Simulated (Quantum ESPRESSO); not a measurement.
# Dielectric function and optical constants of RbCl, part 2 of 3

Wanted: where RbCl starts to absorb, how strongly, and its refractive index. The cell comes from an older database entry, whose edges can differ from later determinations, mostly by under a per cent.

Quantum ESPRESSO 7.5; DFT, PBE, plane waves with norm-conserving potentials (PseudoDojo), scalar-relativistic, independent-particle optical response without local fields and without the non-local commutator.

So far. Step 2 (Ground state): There is a gap, 5.05 eV on this mesh (points off the mesh can give less), so no carriers' term is needed.

The database entry behind the starting cell differs from later determinations by our own check (about 0.5 % short), so it need not match the best structure at ambient conditions.

## Step 3: Ground state with the final occupations

Level of this step: DFT, PBE, plane waves with norm-conserving potentials (PseudoDojo), scalar-relativistic, ground state (Quantum ESPRESSO).

With the gap or the metal settled, the ground state is repeated with the fitting occupations, and the later steps take its density.

scf.in

```
&control
  calculation = 'scf'
  prefix = 'x'
  outdir = './tmp'
  pseudo_dir = './'
  verbosity = 'high'
/
&system
  ibrav = 0
  nat = 2
  ntyp = 2
  ecutwfc = 70
  occupations = 'fixed'
/
&electrons
  conv_thr = 1e-09
  electron_maxstep = 100
/
ATOMIC_SPECIES
  Rb 1.0 Rb.upf
  Cl 1.0 Cl.upf
CELL_PARAMETERS angstrom
  0.000000000000 3.274000000000 3.274000000000
  3.274000000000 0.000000000000 3.274000000000
  3.274000000000 3.274000000000 0.000000000000
ATOMIC_POSITIONS crystal
  Rb 0.000000000000 0.000000000000 0.000000000000
  Cl 0.500000000000 0.500000000000 0.500000000000
K_POINTS automatic
  6 6 6 0 0 0
```

Launch:

```sh
$ mpirun -n 4 pw.x -nk 4 -in scf.in
```

Output:

```text
[banner, memory and clock lines left out]

     using ibrav=0 with symmetry is DISCOURAGED, use correct ibrav instead

     G-vector sticks info

     bravais-lattice index     =            0
     lattice parameter (alat)  =       8.7497  a.u.
     unit-cell volume          =     473.6555 (a.u.)^3
     number of atoms/cell      =            2
     number of atomic types    =            2
     number of electrons       =        16.00
     number of Kohn-Sham states=            8
     kinetic-energy cutoff     =      70.0000  Ry
     charge density cutoff     =     280.0000  Ry
     scf convergence threshold =      1.0E-09
     mixing beta               =       0.7000
     number of iterations used =            8  plain     mixing
     Exchange-correlation= PBE
                           (   1   4   3   4   0   0   0)

     celldm(1)=   8.749687  celldm(2)=   0.000000  celldm(3)=   0.000000
     celldm(4)=   0.000000  celldm(5)=   0.000000  celldm(6)=   0.000000

     crystal axes: (cart. coord. in units of alat)
               a(1) = (   0.000000   0.707107   0.707107 )
               a(2) = (   0.707107   0.000000   0.707107 )
               a(3) = (   0.707107   0.707107   0.000000 )

     reciprocal axes: (cart. coord. in units 2 pi/alat)
               b(1) = ( -0.707107  0.707107  0.707107 )
               b(2) = (  0.707107 -0.707107  0.707107 )
               b(3) = (  0.707107  0.707107 -0.707107 )

     ./Rb.upf
     Pseudo is Norm-conserving + core correction, Zval =  9.0
     Generated using ONCVPSP code by D. R. Hamann
     Using radial grid of 2308 points,  6 beta functions with:
                l(1) =   0
                l(2) =   0
                l(3) =   1
                l(4) =   1
                l(5) =   2
                l(6) =   2

     ./Cl.upf
     Pseudo is Norm-conserving + core correction, Zval =  7.0
     Generated using ONCVPSP code by D. R. Hamann
     Using radial grid of 1028 points,  6 beta functions with:
                l(1) =   0
                l(2) =   0
                l(3) =   1
                l(4) =   1
                l(5) =   2
                l(6) =   2

     atomic species   valence    mass     pseudopotential
     Rb                9.00     1.00000     Rb( 1.00)
     Cl                7.00     1.00000     Cl( 1.00)

     48 Sym. Ops., with inversion, found

                                    s                        frac. trans.

     [... symmetry matrices left out ...]
   Cartesian axes

     site n.     atom                  positions (alat units)
         1        Rb     tau(   1) = (   0.0000000   0.0000000   0.0000000  )
         2        Cl     tau(   2) = (   0.7071068   0.7071068   0.7071068  )

   Crystallographic axes

     site n.     atom                  positions (cryst. coord.)
         1        Rb     tau(   1) = (  0.0000000  0.0000000  0.0000000  )
         2        Cl     tau(   2) = (  0.5000000  0.5000000  0.5000000  )

     number of k points=    16
                       cart. coord. in units 2pi/alat
        k(    1) = (   0.0000000   0.0000000   0.0000000), wk =   0.0092593
        k(    2) = (   0.1178511   0.1178511  -0.1178511), wk =   0.0740741
        k(    3) = (   0.2357023   0.2357023  -0.2357023), wk =   0.0740741
        k(    4) = (  -0.3535534  -0.3535534   0.3535534), wk =   0.0370370
        k(    5) = (   0.2357023   0.0000000  -0.0000000), wk =   0.0555556
        k(    6) = (   0.3535534   0.1178511  -0.1178511), wk =   0.2222222
        k(    7) = (  -0.2357023  -0.4714045   0.4714045), wk =   0.2222222
        k(    8) = (  -0.1178511  -0.3535534   0.3535534), wk =   0.2222222
        k(    9) = (   0.0000000  -0.2357023   0.2357023), wk =   0.1111111
        k(   10) = (   0.4714045   0.0000000  -0.0000000), wk =   0.0555556
        k(   11) = (  -0.1178511  -0.5892557   0.5892557), wk =   0.2222222
        k(   12) = (  -0.0000000  -0.4714045   0.4714045), wk =   0.1111111
        k(   13) = (  -0.7071068   0.0000000   0.0000000), wk =   0.0277778
        k(   14) = (  -0.2357023  -0.4714045   0.7071068), wk =   0.2222222
        k(   15) = (  -0.1178511  -0.3535534   0.5892557), wk =   0.2222222
        k(   16) = (  -0.7071068   0.2357023   0.0000000), wk =   0.1111111

                       cryst. coord.
[...]
k(    9) = (   0.0000000   0.1666667  -0.1666667), wk =   0.1111111
        k(   10) = (  -0.0000000   0.3333333   0.3333333), wk =   0.0555556
        k(   11) = (   0.0000000   0.3333333  -0.5000000), wk =   0.2222222
        k(   12) = (   0.0000000   0.3333333  -0.3333333), wk =   0.1111111
        k(   13) = (   0.0000000  -0.5000000  -0.5000000), wk =   0.0277778
        k(   14) = (   0.1666667   0.3333333  -0.5000000), wk =   0.2222222
        k(   15) = (   0.1666667   0.3333333  -0.3333333), wk =   0.2222222
        k(   16) = (   0.1666667  -0.5000000  -0.3333333), wk =   0.1111111

     Dense  grid:    37461 G-vectors     FFT dimensions: (  48,  48,  48)

     Initial potential from superposition of free atoms

     starting charge      15.9752, renormalised to      16.0000
     Starting wfcs are    9 randomized atomic wfcs

     Self-consistent Calculation

     iteration #  1     ecut=    70.00 Ry     beta= 0.70
     Davidson diagonalization with overlap

            67 MiB given to the printing process from OS
            28 MiB allocation reported by mallinfo(arena+hblkhd)
------------------
     ethr =  1.00E-02,  avg # of iterations =  1.0

     Threshold (ethr) on eigenvalues was too large:
     Diagonalizing with lowered threshold

     Davidson diagonalization with overlap

            67 MiB given to the printing process from OS
            32 MiB allocation reported by mallinfo(arena+hblkhd)
------------------
     ethr =  6.34E-04,  avg # of iterations =  1.8

     total energy              =     -87.20065602 Ry
     estimated scf accuracy    <       0.09000513 Ry

     iteration #  2     ecut=    70.00 Ry     beta= 0.70
     Davidson diagonalization with overlap

            79 MiB given to the printing process from OS
            39 MiB allocation reported by mallinfo(arena+hblkhd)
------------------
     ethr =  5.63E-04,  avg # of iterations =  2.1

     total energy              =     -87.23058726 Ry
     estimated scf accuracy    <       0.02953951 Ry

     iteration #  3     ecut=    70.00 Ry     beta= 0.70
     Davidson diagonalization with overlap

            81 MiB given to the printing process from OS
            40 MiB allocation reported by mallinfo(arena+hblkhd)
------------------
     ethr =  1.85E-04,  avg # of iterations =  2.0

     total energy              =     -87.23567530 Ry
     estimated scf accuracy    <       0.00056144 Ry

     iteration #  4     ecut=    70.00 Ry     beta= 0.70
     Davidson diagonalization with overlap

            82 MiB given to the printing process from OS
            41 MiB allocation reported by mallinfo(arena+hblkhd)
------------------
     ethr =  3.51E-06,  avg # of iterations =  4.2

     total energy              =     -87.23601041 Ry
     estimated scf accuracy    <       0.00025642 Ry

     iteration #  5     ecut=    70.00 Ry     beta= 0.70
     Davidson diagonalization with overlap

            83 MiB given to the printing process from OS
            42 MiB allocation reported by mallinfo(arena+hblkhd)
------------------
     ethr =  1.60E-06,  avg # of iterations =  2.0

     total energy              =     -87.23603986 Ry
     estimated scf accuracy    <       0.00001116 Ry

     iteration #  6     ecut=    70.00 Ry     beta= 0.70
     Davidson diagonalization with overlap

            84 MiB given to the printing process from OS
            43 MiB allocation reported by mallinfo(arena+hblkhd)
------------------
     ethr =  6.97E-08,  avg # of iterations =  4.1

     total energy              =     -87.23604546 Ry
     estimated scf accuracy    <       0.00000625 Ry

     iteration #  7     ecut=    70.00 Ry     beta= 0.70
     Davidson diagonalization with overlap

            85 MiB given to the printing process from OS
            45 MiB allocation reported by mallinfo(arena+hblkhd)
------------------
     ethr =  3.91E-08,  avg # of iterations =  2.0

     total energy              =     -87.23604645 Ry
     estimated scf accuracy    <       0.00000010 Ry

     iteration #  8     ecut=    70.00 Ry     beta= 0.70
     Davidson diagonalization with overlap

            86 MiB given to the printing process from OS
            46 MiB allocation reported by mallinfo(arena+hblkhd)
------------------
     ethr =  5.98E-10,  avg # of iterations =  4.2

     total energy              =     -87.23604650 Ry
     estimated scf accuracy    <          4.2E-09 Ry

     iteration #  9     ecut=    70.00 Ry     beta= 0.70
     Davidson diagonalization with overlap

            87 MiB given to the printing process from OS
            47 MiB allocation reported by mallinfo(arena+hblkhd)
------------------
     ethr =  2.62E-11,  avg # of iterations =  2.5

     total energy              =     -87.23604650 Ry
     estimated scf accuracy    <          1.3E-09 Ry

     iteration # 10     ecut=    70.00 Ry     beta= 0.70
     Davidson diagonalization with overlap

            89 MiB given to the printing process from OS
            48 MiB allocation reported by mallinfo(arena+hblkhd)
------------------
     ethr =  8.13E-12,  avg # of iterations =  2.0

     End of self-consistent calculation

          k = 0.0000 0.0000 0.0000 (  4645 PWs)   bands (ev):

   -22.7399 -10.8571  -6.7835  -6.7835  -6.7835   1.1545   1.1545   1.1545

     occupation numbers
     1.0000   1.0000   1.0000   1.0000   1.0000   1.0000   1.0000   1.0000

          k = 0.1179 0.1179-0.1179 (  4711 PWs)   bands (ev):

   -22.7357 -10.8742  -6.7866  -6.7866  -6.7757   0.8924   1.0618   1.0618

     occupation numbers
     1.0000   1.0000   1.0000   1.0000   1.0000   1.0000   1.0000   1.0000

          k = 0.2357 0.2357-0.2357 (  4693 PWs)   bands (ev):

   -22.7270 -10.9081  -6.7928  -6.7928  -6.7607   0.4593   0.8870   0.8870

     occupation numbers
     1.0000   1.0000   1.0000   1.0000   1.0000   1.0000   1.0000   1.0000

          k =-0.3536-0.3536 0.3536 (  4664 PWs)   bands (ev):

   -22.7227 -10.9249  -6.7958  -6.7958  -6.7534   0.2725   0.8042   0.8042

     occupation numbers
     1.0000   1.0000   1.0000   1.0000   1.0000   1.0000   1.0000   1.0000

          k = 0.2357 0.0000-0.0000 (  4681 PWs)   bands (ev):

   -22.7343 -10.8713  -6.8099  -6.8099  -6.7593   0.7672   1.1151   1.1151

     occupation numbers
     1.0000   1.0000   1.0000   1.0000   1.0000   1.0000   1.0000   1.0000

          k = 0.3536 0.1179-0.1179 (  4670 PWs)   bands (ev):

   -22.7272 -10.8826  -6.8264  -6.8235  -6.7895   0.5634   0.9650   1.0131

     occupation numbers
     1.0000   1.0000   1.0000   1.0000   1.0000   1.0000   1.0000   1.0000

     [... further k points left out ...]

     highest occupied level (ev):     1.1545

!    total energy              =     -87.23604650 Ry
     estimated scf accuracy    <          1.4E-10 Ry

     The total energy is the sum of the following terms:
     one-electron contribution =     -20.43301828 Ry
     hartree contribution      =      15.66723364 Ry
     xc contribution           =     -23.20545183 Ry
     ewald contribution        =     -59.26481003 Ry

     convergence has been achieved in  10 iterations

     XML data file, charge density, pseudopotentials, collected wavefunctions

                                        0.00s GPU  (     157 calls)
```

Run time: 7.3 s. Hardware: 4 MPI ranks of Intel Xeon Platinum 8259CL at 2.50GHz (Skylake/Cascade Lake), shared host; peak memory 0.09 GiB.

## Step 4: Bands on the whole mesh, 9×9×9

The response needs many more empty bands than the density does.

This step: DFT, PBE, plane waves with norm-conserving potentials (PseudoDojo), scalar-relativistic, bands at fixed density (Quantum ESPRESSO 7.5).

nscf.in, as its differences from scf.in of step 3:

```diff
@@ -1,3 +1,3 @@
 &control
-  calculation = 'scf'
+  calculation = 'nscf'
   prefix = 'x'
@@ -5,3 +5,2 @@
   pseudo_dir = './'
-  verbosity = 'high'
 /
@@ -13,2 +12,5 @@
   occupations = 'fixed'
+  nbnd = 36
+  nosym = .true.
+  noinv = .true.
 /
@@ -17,2 +19,3 @@
   electron_maxstep = 100
+  diago_full_acc = .true.
 /
@@ -29,2 +32,2 @@
 K_POINTS automatic
-  6 6 6 0 0 0
+  9 9 9 0 0 0
```

Launch:

```sh
$ mpirun -n 4 pw.x -nk 4 -in nscf.in
```

Output:

```text
[banner, memory and clock lines left out]

     Atomic positions and unit cell read from directory:

     G-vector sticks info

     bravais-lattice index     =            0
     lattice parameter (alat)  =       8.7497  a.u.
     unit-cell volume          =     473.6555 (a.u.)^3
     number of atoms/cell      =            2
     number of atomic types    =            2
     number of electrons       =        16.00
     number of Kohn-Sham states=           36
     kinetic-energy cutoff     =      70.0000  Ry
     charge density cutoff     =     280.0000  Ry
     Exchange-correlation= PBE
                           (   1   4   3   4   0   0   0)

     celldm(1)=   8.749687  celldm(2)=   0.000000  celldm(3)=   0.000000
     celldm(4)=   0.000000  celldm(5)=   0.000000  celldm(6)=   0.000000

     crystal axes: (cart. coord. in units of alat)
               a(1) = (   0.000000   0.707107   0.707107 )
               a(2) = (   0.707107   0.000000   0.707107 )
               a(3) = (   0.707107   0.707107   0.000000 )

     reciprocal axes: (cart. coord. in units 2 pi/alat)
               b(1) = ( -0.707107  0.707107  0.707107 )
               b(2) = (  0.707107 -0.707107  0.707107 )
               b(3) = (  0.707107  0.707107 -0.707107 )

     ./Rb.upf
     Pseudo is Norm-conserving + core correction, Zval =  9.0
     Generated using ONCVPSP code by D. R. Hamann
     Using radial grid of 2308 points,  6 beta functions with:
                l(1) =   0
                l(2) =   0
                l(3) =   1
                l(4) =   1
                l(5) =   2
                l(6) =   2

     ./Cl.upf
     Pseudo is Norm-conserving + core correction, Zval =  7.0
     Generated using ONCVPSP code by D. R. Hamann
     Using radial grid of 1028 points,  6 beta functions with:
                l(1) =   0
                l(2) =   0
                l(3) =   1
                l(4) =   1
                l(5) =   2
                l(6) =   2

     atomic species   valence    mass     pseudopotential
     Rb                9.00     1.00000     Rb( 1.00)
     Cl                7.00     1.00000     Cl( 1.00)

     No symmetry found

   Cartesian axes

     site n.     atom                  positions (alat units)
         1        Rb     tau(   1) = (   0.0000000   0.0000000   0.0000000  )
         2        Cl     tau(   2) = (   0.7071068   0.7071068   0.7071068  )

     number of k points=   729

     Number of k-points >= 100: set verbosity='high' to print them.

     Dense  grid:    37461 G-vectors     FFT dimensions: (  48,  48,  48)

     The potential is recalculated from file :

     Starting wfcs are    9 randomized atomic wfcs +   27 random wfcs

     Band Structure Calculation
     Davidson diagonalization with overlap

     ethr =  6.25E-12,  avg # of iterations = 47.7

     End of band structure calculation

     Number of k-points >= 100: set verbosity='high' to print the bands.

     highest occupied, lowest unoccupied level (ev):     1.1546    6.2036

     XML data file, pseudopotentials, collected wavefunctions

                                        0.00s GPU  (    9198 calls)

[... left out ...]
ulation
     Davidson diagonalization with overlap

     ethr =  6.25E-12,  avg # of iterations = 47.7

     End of band structure calculation

     Number of k-points >= 100: set verbosity='high' to print the bands.

     highest occupied, lowest unoccupied level (ev):     1.1546    6.2036

     XML data file, pseudopotentials, collected wavefunctions

                                        0.00s GPU  (    9198 calls)
```

Run time: 11 min. Hardware: 4 MPI ranks; peak memory 0.07 GiB.

[end of part 2 of 3]

[Machine, clock, banner and «Message from routine» lines are left out of the logs.]

[Logs are printed without paths, hosts, clocks, repeated set-up lines and the standing remarks that a program may print on its own settings, such as how far it seeks lower states.]

[Hosts, paths, dates, database ids (printed as entryN), source tags and the programs' standing remarks are cut or masked in the printed files.]
